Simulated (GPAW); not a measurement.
Runs of GPAW 26.7.0 on CsBr. Symmetry: Pm-3m, No. 221, cubic system. The conventional cell has a = 4.326 Å, b = 4.326 Å, c = 4.326 Å, α = 90.00°, β = 90.00°, γ = 90.00°. Cs (site symmetry m-3m) has 8 Br at 3.75 Å as nearest neighbours. Br (site symmetry m-3m) has 8 Cs at 3.75 Å as nearest neighbours. The cell comes from a database or a generator and needn't be the stable form of this composition.

| task | level | potentials or basis | band path | band points | gap on the mesh (eV) | pressure (GPa) | V0 of scaled cells (Å³/atom) | B0 (GPa) |
| --- | --- | --- | --- | --- | --- | --- | --- | --- |
| equation of state | PBEsol | PAW data sets generated in the run's folder for this functional, pw | - | - | - | - | 38.33 | (b) |
| equation of state | PBE | GPAW PAW data sets (gpaw-data 1.2.1), pw | - | - | - | - | 42.44 | (a) |
| single point | PBE | GPAW PAW data sets (gpaw-data 1.2.1), pw | - | - | 4.42 | 0.6 | - | - |
| band structure | LDA | the program's PAW data sets (release 1.2.1) made for this functional, pw | GXMGRX,MR | 60 | 4.03 | -1.9 | - | - |
| band structure | PBE | GPAW PAW data sets (gpaw-data 1.2.1), pw | GXMGRX,MR | 60 | 4.42 | 0.6 | - | - |

Alike in all rows: no spin polarisation; cell as given; k mesh 6 × 6 × 6; cutoff (eV) 600; smearing fermi-dirac 0.05 eV.

Q: Fill in the values left out.

A: (a) 12; (b) 16.

Caveats: spin-orbit coupling is left out, which moves the levels of the heavy elements (some runs).

A k mesh can miss the band edges, and the runs leave out spin-orbit coupling on Br, Cs.
